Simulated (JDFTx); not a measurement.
## HfC under changes of volume

One of the cells (12.568 Å³/atom); the others are scaled copies at fixed shape and fractional positions:

```
Hf C
1.0
     0.00000    2.32500    2.32500
     2.32500    0.00000    2.32500
     2.32500    2.32500    0.00000
Hf C
1 1
Cartesian
  2.3250 2.3250 2.3250
  0.0000 0.0000 0.0000
```

| Item | Value |
| --- | --- |
| Program | JDFTx 1.7.0 (patched build) |
| Functional | LDA |
| Potentials or basis | PseudoDojo-SR-LDA-0.4.1-standard |
| Cutoff | 1116 eV |
| Density cutoff | 8925 eV |
| k mesh | 10 × 10 × 10 |
| Occupations | fermi-dirac, width 0.05 eV |
| Spin | no spin polarisation |

```tsv
volume (Å³/atom)	energy over the lowest point (meV/atom)	pressure (GPa)
11.814	0.00	1.2
12.065	2.35	-4.3
12.317	12.89	-9.2
12.568	30.81	-13.7
12.819	55.38	-17.7
13.071	?	?
13.322	121.83	-24.5
```

Question: What does the run at 13.071 Å³/atom give?

Answer: Energy over the lowest point 85.92 meV/atom; pressure -21.3 GPa.

Worked out: A Birch-Murnaghan fit of order 3 (a polynomial in V^(-2/3)) to the other rows has its minimum at 11.87 Å³/atom with B0 = V·E''(V) = 269 GPa and B' = 4.1. It gives 85.98 meV/atom at 13.071 Å³/atom, against the run's 85.92, and -dE/dV = -21.2 GPa, against -21.3.

Energies are extrapolated to zero smearing.
